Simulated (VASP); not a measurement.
GaAs:

```
CELL_PARAMETERS angstrom
0.00000 2.82685 2.82685
2.82685 0.00000 2.82685
2.82685 2.82685 0.00000
ATOMIC_POSITIONS crystal
As 0.75000 0.75000 0.75000
Ga 0.00000 0.00000 0.00000
```

```yaml
Program: VASP 6.6.1
Task: relaxation of cell and atoms
Functional: PBEsol
Dispersion: D3(BJ)
Potentials_or_basis: VASP PAW PBE potentials, release 64 (As, Ga_d)
Cutoff: 600 eV
k_mesh: 8 × 8 × 8
Occupations: fermi-dirac, width 0.05 eV
Spin: no spin polarisation
```

At the start: pressure -1.8 GPa; volume 22.59 Å³/atom.

Problem. How do energy, volume and symmetry change on relaxing?

Solution. Over 3 steps the energy falls by 3.1 meV/atom and the volume is 22.03 Å³/atom (-2.5 %); space group F-43m (No. 216, to 0.05 Å).

Step by step:
| step | energy change (eV) | largest force (eV/Å) | pressure (GPa) | volume (Å³) |
| --- | --- | --- | --- | --- |
| 1 | 0.0000 | 0.0000 | -1.77 | 45.18 |
| 2 | -0.0049 | 0.0000 | 0.82 | 43.56 |
| 3 | -0.0063 | 0.0000 | 0.02 | 44.07 |

Final structure:
```
As Ga
1.0
     0.00000    2.80344    2.80344
     2.80344    0.00000    2.80344
     2.80344    2.80344    0.00000
As Ga
1 1
Cartesian
  4.2052 4.2052 4.2052
  0.0000 0.0000 0.0000
```

Caveat: the PAW data sets were made with another functional, which shifts forces and pressure a little.
